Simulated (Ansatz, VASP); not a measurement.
## Mg in VASP and in Ansatz

File INCAR:

```
PREC     = Accurate       # precision mode
ENCUT    = 520            # plane-wave cutoff, eV
EDIFF    = 1E-7           # SCF threshold, eV
ISMEAR   = 0              # smearing method
SIGMA    = 0.1            # smearing width, eV
LREAL    = False          # projectors in reciprocal space
LASPH    = True           # aspherical terms in the spheres
NELM     = 100            # most SCF steps
ALGO     = Normal         # electronic algorithm
ISIF     = 2              # what is computed and relaxed
LWAVE    = False          # write WAVECAR
LCHARG   = False          # write CHGCAR
GGA      = PE             # functional
NBANDS   = 12             # bands
```

Contents of KPOINTS:

```
Automatic mesh
0
Gamma
  15 15 4
```

File POSCAR:

```
Mg
1.0
    3.2102761295      0.0000000000      0.0000000000
   -1.6051380647      2.7801806813      0.0000000000
    0.0000000000      0.0000000000     10.3191049828
Mg
4
Direct
    0.0000000000      0.0000000000      0.0000000000
    0.3333333333      0.6666666667      0.2500000000
    0.0000000000      0.0000000000      0.5000000000
    0.6666666667      0.3333333333      0.7500000000
```

Input for Ansatz:

```yaml
crystal:
  lattice:
    - [3.2102761295, 0.0, 0.0]
    - [-1.6051380647, 2.7801806813, 0.0]
    - [0.0, 0.0, 10.3191049828]
  atoms:
    - { symbol: Mg, position: [0.0, 0.0, 0.0] }
    - { symbol: Mg, position: [0.3333333333, 0.6666666667, 0.25] }
    - { symbol: Mg, position: [0.0, 0.0, 0.5] }
    - { symbol: Mg, position: [0.6666666667, 0.3333333333, 0.75] }
basis:
  ecutwfc: 420
kpoints:
  mp_grid: { grid: [15, 15, 4] }
  band_path:
    path:
      - [[0.0, 0.0, 0.0], [0.5, 0.0, 0.0], [0.33333333, 0.33333333, 0.0], [0.0, 0.0, 0.0], [0.0, 0.0, 0.5], [0.5, 0.0, 0.5], [0.33333333, 0.33333333, 0.5], [0.0, 0.0, 0.5]]
      - [[0.5, 0.0, 0.5], [0.5, 0.0, 0.0]]
      - [[0.33333333, 0.33333333, 0.5], [0.33333333, 0.33333333, 0.0]]
    npoints: 14
hamiltonian:
  xc: pbe
scf:
  occupations: { method: gaussian, width: 0.1 }
  n_extra_bands: 10
output:
  forces: true
  stress: true
  eigenvalues: true
  populations: true
  dos: { projected: true, de: 0.02, nscf_kmesh: { grid: [23, 23, 6] } }
  bader: true
  write_density: true
  write_potential: true
  elf: true
  volumetric_format: npy
```

Alike in both runs: task single point; functional PBE; k mesh 15 × 15 × 4; occupations gaussian, width 0.1 eV; no spin polarisation.

|  | VASP | Ansatz |
| --- | --- | --- |
| version | VASP 6.6.1 | Ansatz 0.2.0 |
| potentials or method | VASP PAW PBE potentials, release 64 (Mg) | scalar-relativistic, plane waves, PAW |
| plane-wave cutoff (eV) | 520 | 420 |
| valence electrons in the cell | 8 | 40 |

|  | VASP | Ansatz | Ansatz less VASP |
| --- | --- | --- | --- |
| gap on the k mesh at the Fermi level (eV) | none | none | - |
| pressure (GPa) | -0.1 | 0.0 | +0.13 |

A gap of «none» marks a metal or a gap that the smearing closes. The two sets of potentials don't hold the same shells in valence.
